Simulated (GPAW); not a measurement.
Si2Ni:

```
CELL_PARAMETERS angstrom
0.00000 2.70300 2.70300
2.70300 0.00000 2.70300
2.70300 2.70300 0.00000
ATOMIC_POSITIONS crystal
Ni 0.00000 0.00000 0.00000
Si 0.75000 0.75000 0.75000
Si 0.25000 0.25000 0.25000
```

Base run:

```yaml
Program: GPAW 26.7.0
Functional: TPSS
Potentials_or_basis: GPAW PAW data sets (gpaw-data 1.2.1)
Cutoff: 600 eV
Basis: pw
k_mesh: 9 × 9 × 9
Occupations: fermi-dirac, width 0.05 eV
Spin: collinear spin, ferromagnetic start
Starting_moments: "[1.0, 0.0, 0.0] μB"
```

Its results: pressure 1.8 GPa; net moment 0.00 μB per cell.

Q: After a change of settings the same cell gave: pressure 7.2 GPa; net moment 0.00 μB per cell. Which change was it?
A. functional from TPSS to BLYP; potentials or basis from GPAW PAW data sets (gpaw-data 1.2.1) to PAW data sets generated in the run's folder for this functional
B. functional from TPSS to revPBE; potentials or basis from GPAW PAW data sets (gpaw-data 1.2.1) to the program's PAW data sets (release 1.2.1) made for this functional
C. functional from TPSS to AM05; potentials or basis from GPAW PAW data sets (gpaw-data 1.2.1) to PAW data sets generated in the run's folder for this functional
D. functional from TPSS to PBE

A: B.

Caveats: the stock nickel data set gives pressures a few GPa off other programs; the PAW data sets were made with another functional, which shifts forces and pressure a little (some runs).
